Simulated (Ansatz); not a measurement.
# Field gradients against strain in SnO2

```yaml
crystal:
  lattice:
    - [4.73735, 0.00000, 0.00000]
    - [0.00000, 4.73735, 0.00000]
    - [0.00000, 0.00000, 3.18640]
  atoms:
    - { symbol: Sn, position: [0.00000, 0.00000, 0.00000] }
    - { symbol: Sn, position: [0.50000, 0.50000, 0.50000] }
    - { symbol: O, position: [0.30562, 0.30562, 0.00000] }
    - { symbol: O, position: [0.19438, 0.80562, 0.50000] }
    - { symbol: O, position: [0.69438, 0.69438, 0.00000] }
    - { symbol: O, position: [0.80562, 0.19438, 0.50000] }
```

Atoms are numbered in the order listed.

Conventional cell: a = 4.737 Å, b = 4.737 Å, c = 3.186 Å, α = 90.00°, β = 90.00°, γ = 90.00°. Around Sn (atom 1) lie 6 O at 2.05 to 2.06 Å. O (atom 3) is surrounded by 3 Sn at 2.05 to 2.06 Å.

The cell comes from COD entry 2101853, which wasn't checked; take it as a given geometry.

These are results of DFT, PBE, all-electron PAW with datasets made for the crystal, scalar-relativistic (Ansatz 0.2.0), not measurements.

The runs use a Γ-centred 4×4×6 k mesh, Fermi–Dirac smearing of 0.03 eV, cutoff 460 eV (chosen by the program for this cell), no spin polarisation.

The strain is applied along the Cartesian axes of the cell as listed (γ is the engineering shear, twice εxy = εyz = εzx). Fractional coordinates are held (clamped ions).

The columns are Cartesian components of the electric field gradient at the nuclei, in 10²¹ V/m².

Spin–orbit coupling is left out, which moves gradients at and beside heavy atoms by some per cent and at worst by a factor of two.

Only quantities that a quadratic follows smoothly over the whole series are listed; rougher ones are left out.

| γ | Vxy at Sn1 | Vxy at O3 |
| --- | --- | --- |
| -0.0200 | -4.86 | 8.07 |
| -0.0100 | -4.21 | 8.13 |
| 0.0000 | -3.56 | 8.18 |
| 0.0200 | -2.30 | 8.29 |
| 0.0300 | -1.67 | 8.34 |

Task: Fit the series and give the gradient–strain slopes.

Result: Least-squares fits y = p0 + p1 x + p2 x² to the rows give Vxy at Sn1: p1 = 64.1, p2 = -35; Vxy at O3: p1 = 5.45, p2 = -6.3. The slopes p1 are in 10²¹ V/m² per unit strain, for clamped ions.

Task: One run, at γ = 0.0100, is withheld. Predict its row.

Result: The fits give -2.93, 8.24; the run gave -2.93, 8.24.
